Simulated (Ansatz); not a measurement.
## SrTiO3: a ladder of calculations

Cell of run 1: a COD entry, atoms as given.

```cif
data_SrTiO3
_symmetry_space_group_name_H-M 'I4/mcm'
_symmetry_Int_Tables_number 140
_cell_length_a 5.5110
_cell_length_b 5.5110
_cell_length_c 7.7960
_cell_angle_alpha 90.000
_cell_angle_beta 90.000
_cell_angle_gamma 90.000
loop_
_atom_site_label
_atom_site_type_symbol
_atom_site_symmetry_multiplicity
_atom_site_Wyckoff_symbol
_atom_site_fract_x
_atom_site_fract_y
_atom_site_fract_z
Sr Sr 4 b 0.0000 0.5000 0.2500
Ti Ti 4 c 0.0000 0.0000 0.0000
O5 O 4 a 0.0000 0.0000 0.2500
O7 O 8 h 0.2451 0.7451 0.0000
```

One atom of each set is listed; the run and its k-mesh use a cell of 10 atoms with edges of 5.51, 5.51, 5.51 Å.

Relaxed positions (PBE, cell held):

Sr (0.0000, 0.5000, 0.2500)
Ti (0.0000, 0.0000, 0.0000)
O5 (0.0000, 0.0000, 0.2500)
O7 (0.2283, 0.7283, 0.0000)

All runs are DFT with Ansatz 0.2.0 (plane waves and PAW, scalar-relativistic unless spin–orbit coupling is named, Γ-centred meshes, Fermi–Dirac smearing where given) in this cell.

Run 1: PBE, atoms as given; 420 eV, 8×8×8 k-points, smearing 0.02 eV.
Run 2: PBE, atoms relaxed; 420 eV, 8×8×8 k-points, smearing 0.02 eV.
Run 3: r2SCAN, at the relaxed atoms; 500 eV, 8×8×8 k-points, smearing 0.02 eV.
Run 4: PBE with spin–orbit coupling, at the relaxed atoms; 420 eV, 8×8×8 k-points, smearing 0.02 eV.
Run 5: LDA, at the relaxed atoms; 420 eV, 8×8×8 k-points, smearing 0.02 eV.
Run 6: PBEsol, at the relaxed atoms; 420 eV, 8×8×8 k-points, smearing 0.02 eV.

```tsv
run	Sr V_zz (η)	Ti V_zz (η)	O5 V_zz (η)	O7 V_zz (η)
1	-0.071 (0.00)	0.012 (0.00)	1.24 (0.00)	1.25 (0.01)
2	?	?	?	?
3	-1.49 (0.00)	-0.31 (0.00)	1.51 (0.00)	1.74 (0.04)
4	-1.43 (0.00)	-0.31 (0.00)	1.21 (0.00)	1.45 (0.03)
5	-1.45 (0.00)	-0.32 (0.00)	0.87 (0.00)	1.11 (0.04)
6	-1.42 (0.00)	-0.31 (0.00)	1.01 (0.00)	1.25 (0.04)
```

V_zz in 10²¹ V/m².

Task: Estimate the row of run 2.

Result: Sr: -1.43 (0.00); Ti: -0.31 (0.00); O5: 1.21 (0.00); O7: 1.45 (0.03). It lies nearest to run 4, from whose tensors on these sites it differs by 0.00 at most (largest principal value of the difference). Taken one at a time, the positions of the atoms (as given or relaxed) move the tensors on these sites by up to 1.36 (largest principal value of the change, on Sr), the functional (between the two that differ most) by 0.64 (O5), spin–orbit coupling by 0.00.

The cell isn't the equilibrium one in runs 1, 2, 4, 5 (calculated pressure 5, 5, 5, -7 GPa), and the entry's cell may itself be off. Run 1: The values hang on the deposited positions: relaxing the atoms moves V_zz on Sr from -0.071 to -1.43, on Ti from 0.012 to -0.31.
